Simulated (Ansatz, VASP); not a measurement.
## ZnS in two plane-wave programs

Aim: how closely do two programs agree when they are given the same cell, functional and k mesh? Of the first pair: The cell is taken from a series of runs on this material, whose earlier steps may have relaxed, scaled, displaced or heated it; both programs get it as it stands.

Main program and level: Ansatz 0.2.0; plane waves, with VASP 6.6.1 beside it; relaxation of cell and atoms at PBEsol and single point at PBEsol.

### 1. Set-up

It takes space group P6_3mc (No. 186, hexagonal). The conventional cell has a = 3.782 Å, b = 3.782 Å, c = 6.208 Å, α = 90.00°, β = 90.00°, γ = 120.00°. Nearest to Zn lie 4 S at 2.32 Å. Nearest to S lie 4 Zn at 2.32 Å. Farther neighbours and most contacts between anions are not listed.

Structure file:

```cif
data_structure
_symmetry_space_group_name_H-M 'P6_3mc'
_symmetry_Int_Tables_number 186
_cell_length_a 3.7822
_cell_length_b 3.7822
_cell_length_c 6.2077
_cell_angle_alpha 90.000
_cell_angle_beta 90.000
_cell_angle_gamma 120.000
_cell_volume 76.90
loop_
_atom_site_label
_atom_site_type_symbol
_atom_site_symmetry_multiplicity
_atom_site_Wyckoff_symbol
_atom_site_fract_x
_atom_site_fract_y
_atom_site_fract_z
_atom_site_occupancy
Zn1 Zn 2 b 0.33333 0.66667 0.00002 1
S1 S 2 b 0.66667 0.33333 0.12586 1
```

### 2. VASP: relaxation of cell and atoms, PBEsol

The relaxed volume is the usual yardstick between codes: in a stiff, nearly cubic crystal its relative difference is about their pressure difference at one cell divided by the bulk modulus.

Lines of VASP's logs that name or quote its potential files are left out, and so is its time.

INCAR

```
SYSTEM = ZnS
PREC = Accurate
ENCUT = 500
EDIFF = 1E-07
NELM = 120
ISMEAR = -1
SIGMA = 0.02
LREAL = .FALSE.
ALGO = Normal
GGA = PS
NBANDS = 24
LORBIT = 11
LWAVE = .FALSE.
LCHARG = .FALSE.
ISIF = 3
IBRION = 2
NSW = 80
EDIFFG = -0.005
LASPH = .TRUE.
GGA_COMPAT = .FALSE.
NELMIN = 4
EFERMI = MIDGAP
KPAR = 2
```

POSCAR

```
ZnS
1.0
    3.7822096186      0.0000000000      0.0000000000
   -1.8911048093      3.2754896121      0.0000000000
    0.0000000000      0.0000000000      6.2077208574
Zn S
2 2
Direct
    0.3333333333      0.6666666667      0.0000166609
    0.6666666667      0.3333333333      0.5000166609
    0.6666666667      0.3333333333      0.1258590391
    0.3333333333      0.6666666667      0.6258590391
```

KPOINTS

```
Automatic mesh
0
Gamma
8 8 5
0 0 0
```

The projector-augmented-wave data sets are Zn and S (PBE family, release 64).

On the command line:

```sh
$ mpirun -np 2 vasp_std
```

Numbers of over 12 decimals in the logs are rounded to 6 here.

What it wrote:

```text
[banner, memory and clock lines left out]
running    2 mpi-ranks, on    1 nodes
 distrk:  each k-point on    1 cores,    2 groups
 distr:  one band on    1 cores,    1 groups

 POSCAR found type information on POSCAR ZnS
 POSCAR found :  2 types and       4 ions
|                                                                             |
|               ----> ADVICE to this user running VASP <----                  |
|                                                                             |
|     You enforced a specific xc type in the INCAR file but a different       |
|     [... a line on the potential file left out ...]
|     I HOPE YOU KNOW WHAT YOU ARE DOING!                                     |
|                                                                             |

 LDA part: xc-table for (Slater+PW92), standard interpolation
 POSCAR, INCAR and KPOINTS ok, starting setup
 FFT: planning ... GRIDC
 FFT: planning ... GRID_SOFT
 FFT: planning ... GRID
 WAVECAR not read
 entering main loop
       N       E                     dE             d eps       ncg     rms          rms(c)
DAV:   1     0.232232007850E+03    0.23223E+03   -0.16980E+04  1440   0.178E+03
DAV:   2     0.538402745235E+01   -0.22685E+03   -0.21990E+03  1536   0.360E+02
DAV:   3    -0.155472045444E+02   -0.20931E+02   -0.20823E+02  1800   0.111E+02
DAV:   4    -0.159755868088E+02   -0.42838E+00   -0.42805E+00  1712   0.165E+01
DAV:   5    -0.159834167680E+02   -0.78300E-02   -0.78291E-02  1864   0.212E+00    0.993E+00
DAV:   6    -0.151657127972E+02    0.81770E+00   -0.19966E+00  2016   0.438E+01    0.761E+00
DAV:   7    -0.151812991179E+02   -0.15586E-01   -0.15781E+00  1624   0.745E+00    0.329E+00
DAV:   8    -0.151668753829E+02    0.14424E-01   -0.55488E-02  1968   0.306E+00    0.957E-01
DAV:   9    -0.151663965411E+02    0.47884E-03   -0.16560E-02  2032   0.209E+00    0.235E-01
DAV:  10    -0.151664956799E+02   -0.99139E-04   -0.89703E-04  1912   0.369E-01    0.146E-01
DAV:  11    -0.151666209663E+02   -0.12529E-03   -0.23381E-04  1648   0.184E-01    0.989E-02
DAV:  12    -0.151666169103E+02    0.40560E-05   -0.54032E-05  1824   0.136E-01    0.124E-02
DAV:  13    -0.151666188863E+02   -0.19759E-05   -0.63026E-06  1712   0.139E-02    0.404E-03
DAV:  14    -0.151666189851E+02   -0.98854E-07   -0.62411E-07  1656   0.616E-03
   1 F= -.15166619E+02 E0= -.15166619E+02  d E =-.151666E+02
 curvature:   0.00 expect dE= 0.000E+00 dE for cont linesearch  0.000E+00
 trial: gam= 0.00000 g(F)=  0.211E-08 g(S)=  0.273E-03 ort = 0.000E+00 (trialstep = 0.100E+01)
 search vector abs. value=  0.273E-03
 bond charge predicted
       N       E                     dE             d eps       ncg     rms          rms(c)
DAV:   1    -0.151704346804E+02   -0.38158E-02   -0.50691E-02  1696   0.408E+00    0.452E-01
DAV:   2    -0.151672246506E+02    0.32100E-02   -0.12486E-02  1688   0.267E+00    0.174E-01
DAV:   3    -0.151668392249E+02    0.38543E-03   -0.45004E-04  1480   0.156E-01    0.846E-02
DAV:   4    -0.151667364692E+02    0.10276E-03   -0.66776E-05  1960   0.712E-02    0.460E-02
DAV:   5    -0.151667171544E+02    0.19315E-04   -0.13905E-05  2384   0.731E-02    0.659E-03
DAV:   6    -0.151667170699E+02    0.84442E-07   -0.99804E-06  1576   0.341E-02    0.367E-03
DAV:   7    -0.151667175204E+02   -0.45048E-06   -0.15189E-06  1792   0.103E-02    0.356E-03
DAV:   8    -0.151667173603E+02    0.16014E-06   -0.29640E-07  1040   0.696E-03    0.575E-04
DAV:   9    -0.151667173541E+02    0.61627E-08   -0.31792E-08   776   0.202E-03
   2 F= -.15166717E+02 E0= -.15166717E+02  d E =-.983690E-04
 trial-energy change:   -0.000098  1 .order   -0.000090   -0.000273    0.000093
 step:   0.7699(harm=  0.7459)  dis= 0.00000  next Energy=   -15.166728 (dE=-0.109E-03)
 bond charge predicted
       N       E                     dE             d eps       ncg     rms          rms(c)
DAV:   1    -0.151669237354E+02   -0.20638E-03   -0.26704E-03  1696   0.934E-01    0.104E-01
DAV:   2    -0.151667530808E+02    0.17065E-03   -0.67101E-04  1688   0.629E-01    0.399E-02
DAV:   3    -0.151667332654E+02    0.19815E-04   -0.24000E-05  1488   0.375E-02    0.194E-02
DAV:   4    -0.151667284071E+02    0.48583E-05   -0.37184E-06  1968   0.171E-02    0.108E-02
DAV:   5    -0.151667278671E+02    0.53991E-06   -0.66068E-07  1816   0.167E-02    0.152E-03
DAV:   6    -0.151667279019E+02   -0.34717E-07   -0.60720E-07  1280   0.858E-03
   3 F= -.15166728E+02 E0= -.15166728E+02  d E =-.108917E-03
 curvature:  -0.37 expect dE=-0.374E-06 dE for cont linesearch -0.367E-06
 trial: gam= 0.00000 g(F)=  0.113E-07 g(S)=  0.100E-05 ort =-0.165E-04 (trialstep = 0.954E+00)
 search vector abs. value=  0.101E-05
 reached required accuracy - stopping structural energy minimisation
```

Parts of OUTCAR (step 2):

```text
ion  position               nearest neighbor table
   1  0.333  0.667  0.000-   3 2.32   3 2.32   3 2.32   4 2.32
   2  0.667  0.333  0.500-   4 2.32   4 2.32   4 2.32   3 2.32
   3  0.667  0.333  0.126-   1 2.32   1 2.32   1 2.32   2 2.32
   4  0.333  0.667  0.626-   2 2.32   2 2.32   2 2.32   1 2.32

  LATTYP: Found a hexagonal cell.
 ALAT       =     3.7822096186
 C/A-ratio  =     1.6412947677

 Subroutine GETGRP returns: Found 12 space group operations
 (whereof  6 operations were pure point group operations)

The static configuration has the point symmetry C_3v.
 The point group associated with its full space group is C_6v.

 Found     30 irreducible k-points:

   k-points           NKPTS =     30   k-points in BZ     NKDIM =     30   number of bands    NBANDS=     24

   dimension x,y,z NGX =    28 NGY =   28 NGZ =   48
   dimension x,y,z NGXF=    56 NGYF=   56 NGZF=   96

   ENCUT  =  500.0 eV  36.75 Ry    6.06 a.u.   6.90  6.90 11.32*2*pi/ulx,y,z

   NELECT =      36.0000    total number of electrons

 k-points in reciprocal lattice and weights: Automatic mesh
   0.00000000  0.00000000  0.00000000       0.003
   0.12500000  0.00000000  0.00000000       0.019
   0.25000000  0.00000000  0.00000000       0.019
   0.37500000  0.00000000  0.00000000       0.019
   0.50000000  0.00000000  0.00000000       0.009
   0.12500000  0.12500000  0.00000000       0.019
   0.25000000  0.12500000  0.00000000       0.038
   0.37500000  0.12500000  0.00000000       0.038
   0.25000000  0.25000000  0.00000000       0.019
[...]
0.25000000  0.25000000  0.40000000       0.038
   0.37500000  0.25000000  0.40000000       0.038

 average (electrostatic) potential at core
       1 -35.9215       2 -35.9215       3 -88.5187       4 -88.5187

 E-fermi :   3.3298

 k-point     1 :       0.0000    0.0000    0.0000
  band No.  band energies     occupation
    ...
     14       1.3205      2.00000
     15       1.3205      2.00000
     16       2.1657      2.00000
     17       2.2548      2.00000
     18       2.2548      2.00000
     19       4.4048      0.00000
     20       5.2785      0.00000
     21       8.4616      0.00000
     22       8.4616      0.00000
     23       8.7166      0.00000
    ...

 k-point     2 :       0.1250    0.0000    0.0000
  band No.  band energies     occupation
    ...
     14       0.5069      2.00000
     15       1.0687      2.00000
     16       1.3575      2.00000
     17       2.0225      2.00000
     18       2.1176      2.00000
     19       5.2029      0.00000
     20       5.9852      0.00000
     21       8.0259      0.00000
     22       8.7633      0.00000
     23       8.9859      0.00000
    ...

 k-point     3 :       0.2500    0.0000    0.0000
  band No.  band energies     occupation
    ...
     14      -0.8537      2.00000
     15      -0.0189      2.00000
     16       0.5472      2.00000
     17       1.5734      2.00000
     18       1.7822      2.00000
     19       6.1295      0.00000
     20       6.2573      0.00000
     21       8.0554      0.00000
     22       8.7091      0.00000
     23       9.1699      0.00000
    ...

  Total       -0.0054335     -0.0054335     -0.0048845      0.0000000      0.0000000      0.0000000
  in kB       -0.1129235     -0.1129235     -0.1015133      0.0000000      0.0000000      0.0000000
  external PRESSURE =      -0.1091201 kB  Pullay stress =       0.0000000 kB

  energy-cutoff  :      500.00
  volume of cell :       77.09
      direct lattice vectors                 reciprocal lattice vectors
     3.785189145  0.000000000  0.000000000     0.264187591  0.152528777  0.000000000
    -1.892594573  3.278069958 -0.000000000    -0.000000000  0.305057553  0.000000000
     0.000000000 -0.000000000  6.212961086    -0.000000000  0.000000000  0.160953849

 POSITION                                       TOTAL-FORCE (eV/Angst)
 -----------------------------------------------------------------------------------
     -0.00000      2.18538      0.00011         0.000000     -0.000000      0.000242
      1.89259      1.09269      3.10659        -0.000000      0.000000      0.000242
      1.89259      1.09269      0.78195         0.000000      0.000000     -0.000242
     -0.00000      2.18538      3.88843         0.000000      0.000000     -0.000242
 -----------------------------------------------------------------------------------
    total drift:                                0.000000      0.000001      0.000130

  FREE ENERGIE OF THE ION-ELECTRON SYSTEM (eV)
  ---------------------------------------------------
  free  energy   TOTEN  =       -15.1667279019 eV

  energy  without entropy=      -15.1667279019  energy(sigma->0) =      -15.16672790

 reached required accuracy - stopping structural energy minimisation

 total charge
# of ion       s       p       d       tot
------------------------------------------
    1        0.530   0.501   9.801  10.833
    2        0.530   0.501   9.801  10.833
    3        1.308   2.423   0.000   3.731
    4        1.308   2.423   0.000   3.731
--------------------------------------------------
tot          3.677   5.849  19.603  29.128

[... 3 further parts left out ...]
```

The run keeps the 12 symmetry operations of its start, so it cannot find a distortion of lower symmetry.

(Part 1 of 2 ends here.)

[Lines on the potential files, build, host, timing and source positions are cut from VASP's logs without a mark.]

[Logs are printed without paths, hosts, clocks, repeated set-up lines and the standing remarks that a program may print on its own settings, such as how far it seeks lower states.]

[Hosts, paths, dates, database ids (printed as entryN), source tags and the programs' standing remarks are cut or masked in the printed files.]
